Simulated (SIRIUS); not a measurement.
Set up this calculation in SIRIUS 7.10.0, as the native input.

```yaml
Task: single point
Functional: PBE
Potentials_or_basis: SSSP 1.3.0 PBE efficiency
Cutoff: 557 eV
Density_cutoff: 5442 eV
k_mesh: 4 × 4 × 2
Occupations: fermi-dirac, width 0.05 eV
Spin: no spin polarisation
Libxc_names: "[\"XC_GGA_X_PBE\", \"XC_GGA_C_PBE\"]"
Energy_tol: 1e-08 Ha
Density_tol: 1e-06
Mixer: anderson
Mixing_beta: 0.7
Max_scf: 100
```

The system is Pb.

```xyz
2
Lattice="0.0000 -2.4698 -2.4698 -2.4698 0.0000 -2.4698 2.4698 2.4698 -4.9396" Properties=species:S:1:pos:R:3 pbc="T T T"
Pb    0.0196    0.0295   -5.0057
Pb   -0.0196    2.4403   -7.3433
```

The cell isn't the ideal one: atom 2 moved 0.15 Å.

One way to write it, as run:

sirius.json

```json
{
  "control": {
    "processing_unit": "cpu",
    "verbosity": 2,
    "num_bands_to_print": 22,
    "print_forces": true,
    "print_stress": true
  },
  "parameters": {
    "electronic_structure_method": "pseudopotential",
    "xc_functionals": ["XC_GGA_X_PBE", "XC_GGA_C_PBE"],
    "gk_cutoff": 6.4,
    "pw_cutoff": 20.0,
    "ngridk": [4, 4, 2],
    "shiftk": [0, 0, 0],
    "smearing": "fermi_dirac",
    "smearing_width": 0.0018374661,
    "num_bands": 22,
    "num_mag_dims": 0,
    "num_dft_iter": 100,
    "energy_tol": 1e-08,
    "density_tol": 1e-06
  },
  "iterative_solver": {
    "type": "davidson",
    "min_tolerance": 1e-09,
    "tolerance_scale": [0.1, 0.25]
  },
  "mixer": {
    "type": "anderson",
    "beta": 0.7,
    "max_history": 8
  },
  "settings": {
    "tol_ne": 1e-10
  },
  "unit_cell": {
    "lattice_vectors": [
      [0.0, -0.707106781187, -0.707106781187],
      [-0.707106781187, 0.0, -0.707106781187],
      [0.707106781187, 0.707106781187, -1.414213562373]
    ],
    "lattice_vectors_scale": 6.6004820018,
    "atom_coordinate_units": "lattice",
    "atom_types": ["Pb"],
    "atom_files": {
      "Pb": "Pb.json"
    },
    "atoms": {
      "Pb": [
        [0.49972076, 0.50372081, 0.51166263],
        [0.00027924, 0.99627919, 0.98833737]
      ]
    }
  }
}
```

Potentials or basis: SSSP 1.3.0 PBE efficiency.

The run is started by

```sh
$ upf_to_json Pb.pbe-dn-kjpaw_psl.0.2.2.UPF
$ OMP_NUM_THREADS=1 sirius.scf --input=sirius.json --output=out.json --task=0
```

Results of the run:

```
Pressure               : 3.5 GPa
Largest force          : 0.197 eV/Å
Band gap on the k mesh : none (metal or under the smearing width)
```

Caveat: the k mesh is coarse (spacing up to 0.55 Å⁻¹), so the values aren't converged.

Wall time 59 s on 1 thread of Arm Neoverse V2, with other jobs on the host, peak memory 0.43 GiB.
